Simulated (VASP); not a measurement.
Wanted: the native input for a VASP 6.6.1 run.

```
Task                   : relaxation of cell and atoms
Functional             : BLYP
Dispersion             : D4
Potentials or basis    : VASP PAW PBE potentials, release 64 (Ti_sv, C)
Cutoff                 : 600 eV
k mesh                 : 10 × 10 × 10
Occupations            : fermi-dirac, width 0.05 eV
Spin                   : no spin polarisation
Further INCAR settings : ALGO = Normal; EDIFF = 1e-06; IBRION = 2; EDIFFG = -0.005; NSW = 40; ISIF = 3
```

The structure of TiC lies in POSCAR:

```
TiC
1.0
    3.0420900000      0.0000000000      0.0000000000
   -1.5210400000      2.6345200000      0.0000000000
    0.0000000000      0.0000000000      2.6979700000
Ti C
1 1
Direct
    0.0000000000      0.0000000000      0.5000000000
    0.3333300000      0.6666700000      0.0000000000
```

The cell was built by a generator and needn't be a form met in nature.

These files were run (other wordings do the same):

INCAR

```
PREC = Accurate ; ENCUT = 600
EDIFF = 1E-6 ; ISMEAR = -1
SIGMA = 0.05 ; LREAL = F
LASPH = T ; NELM = 100
ALGO = Normal ; ISIF = 3
LWAVE = F ; LCHARG = F
GGA = B5 ; ALDAX = 1.0
AGGAX = 1.0 ; AGGAC = 1.0
ALDAC = 0.0 ; IVDW = 13
VDW_S6 = 1.0 ; VDW_S8 = 2.34076671
VDW_A1 = 0.44488865 ; VDW_A2 = 4.0933009
IBRION = 2 ; NSW = 40
EDIFFG = -0.005
```

KPOINTS

```
regular mesh
0
Gamma
  10 10 10
```

Potentials or basis: VASP PAW PBE potentials, release 64 (Ti_sv, C).

Run with:

```console
$ cat potpaw_PBE.64/Ti_sv/POTCAR potpaw_PBE.64/C/POTCAR > POTCAR
$ mpirun -np 1 vasp_std > vasp.out
```

Results of the run:

```yaml
Relaxed_volume: 10.77 Å³/atom
Relaxed_cell: a = 3.037 Å, b = 3.037 Å, c = 2.696 Å, α = 90.00°, β = 90.00°, γ = 120.00°
Space_group_after_relaxing_to_0.05_Å: P-6m2 (No. 187)
Energy_gained_by_relaxing: 0.1 meV/atom
Ionic_steps: 5
Pressure_after_relaxing: 0.0 GPa
Band_gap_on_the_k_mesh: none (metal or under the smearing width)
Dispersion_energy_per_atom: -0.485 eV
```

Caveat: the PAW data sets were made with another functional, which shifts forces and pressure a little; pairwise dispersion overbinds metals, which lowers pressure and volume.

Run time: 2.3 min on 1 thread of AMD EPYC 9R45 (Zen 5), on a shared host, peak memory 0.16 GiB.
